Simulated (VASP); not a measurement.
# GaN, self-consistent run: which settings are enough?

GaN, Fm-3m (no. 225), 2 atoms in the cell. LDA; PAW potentials Ga_d, N (LDA set). VASP 6.6.1.

Wanted: energy within 0.2 meV/atom; levels at the zone centre within 0.003 eV.

What the run is for: comparing ways to start; Accuracy asked: tight.

Levels at the zone centre: counted from the valence top at that point.

POSCAR:
```
GaN
1.0
    0.0000000000      2.1352350000      2.1352350000
    2.1352350000      0.0000000000      2.1352350000
    2.1352350000      2.1352350000      0.0000000000
Ga N
1 1
Direct
    0.0000000000      0.0000000000      0.0000000000
    0.5000000000      0.5000000000      0.5000000000
```

## How the run starts (with a second run first, the time holds both)

| How the run starts (with a second run first, the time holds both) | Energy less reference (meV/atom) | Levels at the zone centre, largest deviation (eV) | Time (s) |
|---|---|---|---|
| from scratch: 12 SCF iterations | 0.00 | 0.0000 | 12 |
| density of a coarse mesh (ICHARG 1): 12 + 9 SCF iterations | 0.00 | 0.0001 | 12 |
| orbitals of a lower cutoff (ISTART 1): 12 + 5 SCF iterations | 0.00 | 0.0000 | 14 |
| orbitals of a loose run: 10 + 3 SCF iterations | 0.00 | 0.0000 | 12 |

## Question

For each series: keep the first row unless others stay within half of the tolerance and take at least 30 % less time, and then take the fastest.

## Answer

- How the run starts (with a second run first, the time holds both): from scratch: 12 SCF iterations

The chosen settings are those of the reference run.

Values of the reference run: Levels at the zone centre: 0, 0, 2.447 eV from the valence top at Gamma.

## The input

INCAR:
```
GGA = CA ; ISMEAR = 0
SIGMA = 0.03 ; LWAVE = False
LCHARG = False ; ISIF = 2
PREC = Accurate ; LASPH = True
LREAL = False ; ALGO = Normal
EDIFF = 1E-6 ; NELM = 120
GGA_COMPAT = False ; ENCUT = 520
EFERMI = MIDGAP
```

KPOINTS:
```
k-points
0
Gamma
  10 10 10
```

Commands:
```
cat potpaw_LDA.64/Ga_d/POTCAR potpaw_LDA.64/N/POTCAR > POTCAR
mpirun -np 1 vasp_std > vasp.out
```

The chosen input took VASP 6.6.1 12 s on 1 core (Intel Xeon Platinum 8488C (Sapphire Rapids)), a shared host.

## An input that fails: restart asked without its files

VASP's message: ERROR: charge density could not be read from file CHGCAR for ICHARG>10.

Changes against the starting input:
```
- NELM = 120
+ NELM = 60
+ ICHARG = 11
```
